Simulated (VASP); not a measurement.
Write the native input for VASP 6.6.1 that does the following.

```
Task                    : density of states
Functional              : PBE
Potentials or basis     : VASP PAW PBE potentials, release 64 (Te, Pb_d)
Cutoff                  : 520 eV
k mesh                  : 10 × 10 × 10
Occupations             : fermi-dirac, width 0.08 eV
Spin                    : no spin polarisation
Dipole correction       : no
k mesh for the DOS      : 15 × 15 × 15
Occupations for the DOS : tetrahedron
Further INCAR settings  : ALGO = Normal; EDIFF = 1e-06
```

The system is TePb.

```
CELL_PARAMETERS angstrom
4.00229 0.00000 0.00000
0.00000 4.00229 0.00000
0.00000 0.00000 4.00229
ATOMIC_POSITIONS crystal
Te 0.50000 0.50000 0.50000
Pb 0.00000 0.00000 0.00000
```

Measurements of this composition are mostly on another form, of space group No. 225.

One way to write it, as run:

POSCAR

```
TePb
1.0
    4.0022870000      0.0000000000      0.0000000000
    0.0000000000      4.0022870000      0.0000000000
    0.0000000000      0.0000000000      4.0022870000
Te Pb
1 1
Direct
    0.5000000000      0.5000000000      0.5000000000
    0.0000000000      0.0000000000      0.0000000000
```

INCAR.step1

```
ALGO = Normal
EDIFF = 1E-6
ENCUT = 520
GGA = PE
ISIF = 2
ISMEAR = -1
LASPH = T
LCHARG = T
LREAL = F
LWAVE = F
NBANDS = 17
NELM = 100
PREC = Accurate
SIGMA = 0.08
```

KPOINTS.step1

```
k-points
0
Gamma
  10 10 10
```

INCAR.step2

```
ALGO = Normal
EDIFF = 1E-6
ENCUT = 520
GGA = PE
ICHARG = 11
ISIF = 2
ISMEAR = -5
LASPH = T
LCHARG = F
LORBIT = 11
LREAL = F
LWAVE = F
NEDOS = 1001
NELM = 100
PREC = Accurate
SIGMA = 0.08
```

KPOINTS.step2

```
k-points
0
Gamma
  15 15 15
```

Potentials or basis: VASP PAW PBE potentials, release 64 (Te, Pb_d).

Run with:

```sh
$ cat potpaw_PBE.64/Te/POTCAR potpaw_PBE.64/Pb_d/POTCAR > POTCAR
$ cp INCAR.step1 INCAR
$ cp KPOINTS.step1 KPOINTS
$ mpirun -np 1 vasp_std > vasp.out
$ cp INCAR.step2 INCAR
$ cp KPOINTS.step2 KPOINTS
$ mpirun -np 1 vasp_std > vasp.out
```

Results of the run:

The valence electrons inside the program's atomic spheres are Te 3.36; Pb 11.81.

Run time: 39 s on 1 thread of Intel(R) Xeon(R) 6975P-C (Granite Rapids), on a shared host, peak memory 0.25 GiB.
